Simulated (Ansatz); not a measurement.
I need a check of PAW against all-electron LAPW of SnO, space group Pmn2_1. Use Ansatz 0.2.0, Python API. Use (first run): LDA, PAW, the default cutoff (420 eV here), 6×4×6 k-points, fixed occupations.

```xyz
4
Lattice="3.3550 0.0000 0.0000 0.0000 5.6741 0.0000 0.0000 0.0000 4.2220" Properties=species:S:1:pos:R:3 pbc="T T T"
Sn    0.0000    1.3159    2.1665
Sn    1.6775    4.3582    0.0555
O     0.0000    5.0570    3.1110
O     1.6775    0.6171    1.0000
```

`paw_lapw_sno.py`:
```python
"""PAW against all-electron LAPW for SnO."""

import ansatz as az
import numpy as np
import pandas as pd


def count_gap(report):
    # lowest empty less highest filled band, counting bands; zero where they overlap
    return max(report.get("gap_by_band_count_ev") or 0.0, 0.0)

lattice = az.Lattice.of(
    [3.355005, 0.0, 0.0],
    [0.0, 5.674104, 0.0],
    [0.0, 0.0, 4.22197],
)
sites = [
    ("Sn", [0.0, 0.231909, 0.513144]),
    ("Sn", [0.5, 0.768091, 0.013144]),
    ("O", [0.0, 0.89125, 0.736857]),
    ("O", [0.5, 0.10875, 0.236857]),
]
crystal = az.Crystal(lattice=lattice)
for symbol, position in sites:
    crystal = crystal.atom(symbol, position)

calculation = (
    crystal.calculation()
    .kpoints(6, 4, 6)
    .occupations("fixed")
    .functional("LDA")
    .stress()
    .forces()
    .band_table()
)
variants = {
    "PAW": calculation.pseudopotentials("paw"),
    "LAPW": calculation.pseudopotentials("all_electron", lapw=True),
}
# totals differ by the cores that each treatment holds, so compare what does not depend on them
rows = []
for label, variant in variants.items():
    r = variant.run().report
    levels = np.array(r["eigenvalues_ev"][0]) - r["fermi_energy_ev"]
    print(label, "levels at the first k-point near E_F:", np.round(levels[np.abs(levels) < 5], 3))
    rows.append((label, r["n_electrons"], np.trace(r["stress_gpa"]) / 3, float(np.abs(r["forces_ev_ang"]).max()), count_gap(r)))
print(pd.DataFrame(rows, columns=["treatment", "electrons in bands", "P GPa", "max force component eV/A", "gap by band count eV"]).round(4).to_string(index=False))
```

```console
$ python paw_lapw_sno.py
DeckWarning: basis.ecutwfc = 420 eV, auto-derived from the records' recommended cutoffs: set by Sn (normal level)
PAW levels at the first k-point near E_F: [-4.193 -3.778 -3.453 -2.584 -1.992  0.     2.615  3.149]
LAPW levels at the first k-point near E_F: [-4.192 -3.777 -3.454 -2.584 -1.993  0.     2.617  3.151]
treatment  electrons in bands   P GPa  max force component eV/A  gap by band count eV
      PAW                40.0 -5.4670                    0.7099                1.6212
     LAPW                80.0 -5.4393                    0.7045                1.6221
```
(Warnings from the package without file and line.)

PAW gives -5.467 GPa and LAPW -5.439 GPa, 0.028 GPa apart. They took 7.5 and 211.8 s of processor time.

Reading the output:
- Semilocal gaps usually lie well under measured ones.
- The computed bands are complete only to about 4.1 eV above the Fermi level.
- The Fermi level of a run with fixed occupations marks the highest occupied state on its mesh, not mid-gap.
- At these settings the cell as given stands under about -5 GPa, so it isn't at this functional's equilibrium volume.
- The structure comes from a database of computed cells and needn't be a stable or known phase.
- Levels are Kohn-Sham eigenvalues on this mesh, without spin-orbit coupling.
- Pressure is positive in compression; the treatments may keep other shells as core, so totals and counts of electrons can differ.
- Wall time of the script: 3.7 min on 1 thread of Arm Neoverse V1, with other jobs on the host, peak memory 0.89 GiB.
